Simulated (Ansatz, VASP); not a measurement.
## HfO2: VASP beside Ansatz

File POSCAR:

```
HfO2
1.0
    0.0000000000      2.5291823194      2.4606414785
    2.5291823194      0.0000000000      2.4606414785
    2.5291823194      2.5291823194      0.0000000000
Hf O
1 2
Direct
    0.0000000000      0.0000000000      0.0000000000
    0.2500000000      0.2500000000      0.2500000000
    0.7500000000      0.7500000000      0.7500000000
```

File INCAR.step1:

```
SYSTEM = HfO2
ALGO     = Normal         ! electronic algorithm
EDIFF    = 1E-4           ! SCF threshold, eV
ENCUT    = 520            ! plane-wave cutoff, eV
GGA      = PE             ! functional
ISMEAR   = 0              ! smearing method
LASPH    = .True.         ! aspherical terms in the spheres
LCHARG   = .False.        ! write CHGCAR
LREAL    = .False.        ! projectors in reciprocal space
LWAVE    = .True.         ! write WAVECAR
NBANDS   = 18             ! bands
NELM     = 100            ! most SCF steps
PREC     = Accurate       ! precision mode
SIGMA    = 0.01           ! smearing width, eV
```

INCAR.step2

```
SYSTEM = HfO2
ALGO     = Normal         ! electronic algorithm
EDIFF    = 1E-6           ! SCF threshold, eV
ENCUT    = 520            ! plane-wave cutoff, eV
ISIF     = 2              ! what is computed and relaxed
ISMEAR   = 0              ! smearing method
ISTART   = 1            
LASPH    = .True.         ! aspherical terms in the spheres
LCHARG   = .False.        ! write CHGCAR
LMIXTAU  = .True.       
LREAL    = .False.        ! projectors in reciprocal space
LWAVE    = .False.        ! write WAVECAR
METAGGA  = R2SCAN         ! meta-GGA
NBANDS   = 18             ! bands
NELM     = 100            ! most SCF steps
PREC     = Accurate       ! precision mode
SIGMA    = 0.01           ! smearing width, eV
```

The input KPOINTS:

```
k-points
0
Gamma
  8 8 8
  0 0 0
```

Input for Ansatz:

```yaml
crystal:
  lattice:
    - [0.0, 2.5291823194, 2.4606414785]
    - [2.5291823194, 0.0, 2.4606414785]
    - [2.5291823194, 2.5291823194, 0.0]
  atoms:
    - { symbol: Hf, position: [0.0, 0.0, 0.0] }
    - { symbol: O, position: [0.25, 0.25, 0.25] }
    - { symbol: O, position: [0.75, 0.75, 0.75] }
kpoints:
  mp_grid: { grid: [8, 8, 8] }
  band_path:
    path:
      - [0.0, 0.0, 0.0]
      - [0.5, 0.0, 0.5]
      - [0.625, 0.25, 0.625]
      - [0.375, 0.375, 0.75]
      - [0.5, 0.5, 0.5]
      - [0.5, 0.25, 0.75]
    npoints: 1
hamiltonian:
  xc: r2scan
scf:
  occupations: { method: fixed }
  n_extra_bands: 4
output:
  forces: true
  stress: true
  eigenvalues: true
```

Change from the starting cell: uniaxial_z strain -2.7%.

Alike in both runs: task single point; functional r2SCAN; k mesh 8 × 8 × 8; no spin polarisation.

```csv
,VASP,Ansatz
version,VASP 6.6.1,Ansatz 0.2.0
potentials or method,"VASP PAW PBE potentials, release 64 (Hf_pv, O)","plane waves, PAW"
plane-wave cutoff (eV),520,500
occupations,"gaussian, width 0.01 eV",fixed
valence electrons in the cell,22,38
```

Ansatz gave:

- gap on the k mesh at the Fermi level (eV): 4.12
- pressure (GPa): 7.9
- largest component of the traceless stress (GPa): 9.32

Q: Which values does VASP return?

A: gap on the k mesh at the Fermi level (eV): 4.12; pressure (GPa): 3.7; largest component of the traceless stress (GPa): 9.49.

One of these differences is far larger than is usual between the two programs; its cause wasn't traced. The two sets of potentials don't hold the same shells in valence.

Caveats: the PAW data sets were made with another functional, which shifts forces and pressure a little (VASP); spin-orbit coupling is left out, which moves the levels of the heavy elements. A k mesh can miss the band edges.
